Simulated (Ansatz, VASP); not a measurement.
## KBr: VASP beside Ansatz

File INCAR:

```
SYSTEM = KBr
ALGO = Normal
EDIFF = 1E-8
ENCUT = 520
ISIF = 2
ISMEAR = -1
LASPH = .True.
LCHARG = .False.
LEFG = .True.
LREAL = .False.
LWAVE = .False.
NBANDS = 15
NELM = 60
PREC = Accurate
SIGMA = 0.01
```

The input KPOINTS:

```
k-points
0
Gamma
  6 6 6
  0 0 0
```

The input POSCAR:

```
KBr
1.0
    3.9616576236      0.0000000000      0.0000000000
    0.0000000000      3.9616576236      0.0000000000
    0.0000000000      0.0000000000      3.9616576236
K Br
1 1
Direct
    0.0000000000      0.0000000000      0.0000000000
    0.5000000000      0.5000000000      0.5000000000
```

Input for Ansatz:

```yaml
crystal:
  lattice:
    - [3.9616576236, 0.0, 0.0]
    - [0.0, 3.9616576236, 0.0]
    - [0.0, 0.0, 3.9616576236]
  atoms:
    - { symbol: K, position: [0.0, 0.0, 0.0] }
    - { symbol: Br, position: [0.5, 0.5, 0.5] }
kpoints:
  mp_grid: { grid: [6, 6, 6] }
scf:
  occupations: { method: fermi_dirac, width: 0.01 }
hamiltonian:
  xc: lda
  pseudopotentials: { kind: all_electron, datasets: crystal }
output:
  forces: true
  stress: true
  eigenvalues: true
  efg: { contact_densities: true }
```

Change from the starting cell: volume scaled by 0.9405, crystal datasets.

Alike in both runs: task electric field gradients; functional LDA; k mesh 6 × 6 × 6; occupations fermi-dirac, width 0.01 eV; no spin polarisation.

```csv
,VASP,Ansatz
version,VASP 6.6.1,Ansatz 0.2.0
potentials or method,"VASP PAW LDA potentials, release 64 (K_sv, Br)","all-electron PAW with datasets made for the crystal, scalar-relativistic"
plane-wave cutoff (eV),520,see its input
```

Ansatz gave:

| Property | Result |
| --- | --- |
| gap on the k mesh at the Fermi level (eV) | 3.66 |
| pressure (GPa) | -1.9 |
| Vzz of the field gradient on the site that differs most (V/Å²) | 0.0 |

Problem. Which values does VASP return?

Solution. gap on the k mesh at the Fermi level (eV): 3.67; pressure (GPa): -1.9; Vzz of the field gradient on the site that differs most (V/Å²): 0.0.

Ansatz ran all-electron here, so the differences hold the error of VASP's frozen core and of both bases.

A k mesh can miss the band edges.
